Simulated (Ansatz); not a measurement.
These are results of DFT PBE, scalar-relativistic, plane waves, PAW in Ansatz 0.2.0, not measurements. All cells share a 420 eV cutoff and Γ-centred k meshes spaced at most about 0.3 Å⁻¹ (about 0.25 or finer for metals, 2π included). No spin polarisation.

All energies are static (0 K, no zero-point motion).

Problem. Order these relaxed structures of Be7S by energy, lowest first, with the energy over the lowest of them.
A.

Space group P-6m2 (No. 187). a = 4.086 Å, b = 4.086 Å, c = 7.297 Å, α = 90.00°, β = 90.00°, γ = 120.00°
```csv
atom,site,symmetry,x,y,z
Be,2h,3m.,0.3333,0.6667,0.6435
Be,3k,mm2,0.8334,0.1666,0.5000
Be,2g,3m.,0.0000,0.0000,0.7429
S,1a,-6m2,0.0000,0.0000,0.0000
```

B.

Space group Amm2 (No. 38). a = 6.785 Å, b = 4.383 Å, c = 5.285 Å, α = 90.00°, β = 90.00°, γ = 90.00°
```
atom  site  symmetry       x       y       z
  Be    2b       mm2  0.5000  0.5000  0.2630
  Be    2b       mm2  0.5000  0.5000  0.7203
  Be    8f         1  0.7000  0.7408  0.9919
  Be    2a       mm2  0.0000  0.5000  0.0764
   S    2a       mm2  0.0000  0.5000  0.4725
```

C.

Space group P1 (No. 1). a = 3.588 Å, b = 4.509 Å, c = 5.301 Å, α = 85.67°, β = 70.54°, γ = 88.84°
```tsv
atom	site	symmetry	x	y	z
Be	1a	1	0.4698	0.5750	0.9433
Be	1a	1	0.9116	0.7944	0.0521
Be	1a	1	0.6583	0.7481	0.5277
Be	1a	1	0.0685	0.5081	0.7092
Be	1a	1	0.8795	0.2888	0.1107
Be	1a	1	0.2755	0.8594	0.2827
Be	1a	1	0.4880	0.0814	0.8811
S	1a	1	0.4501	0.1893	0.4843
```

Solution. B (0 meV/atom), C (25 meV/atom), A (137 meV/atom). Counting Be atoms around S (those within 1.25 times the shortest such distance or 1.15 times the sum of covalent radii): B has S 7; C has S 5; A has S 2. Origin: A and C, invented; B, invented, then shaken at random and relaxed again. Even the lowest of the cells shown lies +0.13 eV/atom against the elements.

The k mesh leaves some 4 meV/atom of noise in the energy of each metallic cell. Cells relaxed within their symmetry can be saddle points. Some structure types and database cells were kept out of the candidates from the start, so a known form may be missing.
